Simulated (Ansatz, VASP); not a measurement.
Zn: VASP beside Ansatz

The input INCAR:

```
ALGO = Fast
EDIFF = 1E-6
ENCUT = 520
GGA = PE
ISIF = 2
ISMEAR = 0
LASPH = T
LCHARG = F
LREAL = F
LWAVE = F
NBANDS = 12
NELM = 100
PREC = Accurate
SIGMA = 0.15
```

The input KPOINTS:

```
k-points
0
Gamma
  22 22 22
```

Contents of POSCAR:

```
Zn
1.0
    0.0000000000      2.1344280041      1.6648538432
    2.1344280041      0.0000000000      1.6648538432
    2.1344280041      2.1344280041      0.0000000000
Zn
1
Direct
    0.0000000000      0.0000000000      0.0000000000
```

Input for Ansatz:

```yaml
crystal:
  lattice:
    - [0.0, 2.1344280041, 1.6648538432]
    - [2.1344280041, 0.0, 1.6648538432]
    - [2.1344280041, 2.1344280041, 0.0]
  atoms:
    - { symbol: Zn, position: [0.0, 0.0, 0.0] }
basis:
  ecutwfc: 420
kpoints:
  mp_grid: { grid: [22, 22, 22] }
hamiltonian:
  xc: pbe
scf:
  occupations: { method: gaussian, width: 0.15 }
output:
  forces: true
  stress: true
  eigenvalues: true
```

Alike in both runs: task single point; functional PBE; k mesh 22 × 22 × 22; occupations gaussian, width 0.15 eV; no spin polarisation.

|  | VASP | Ansatz |
| --- | --- | --- |
| version | VASP 6.6.1 | Ansatz 0.2.0 |
| potentials or method | VASP PAW PBE potentials, release 64 (Zn) | scalar-relativistic, plane waves, PAW |
| plane-wave cutoff (eV) | 520 | 420 |
| valence electrons in the cell | 12 | 12 |

Ansatz gave:

- gap on the k mesh at the Fermi level (eV): none
- pressure (GPa): 0.7
- largest component of the traceless stress (GPa): 2.76

Estimate VASP's values.

gap on the k mesh at the Fermi level (eV): none; pressure (GPa): 1.0; largest component of the traceless stress (GPa): 2.75.

A gap of «none» marks a metal or a gap that the smearing closes. With one functional, cell and mesh, what is left measures potentials, basis and numerics.
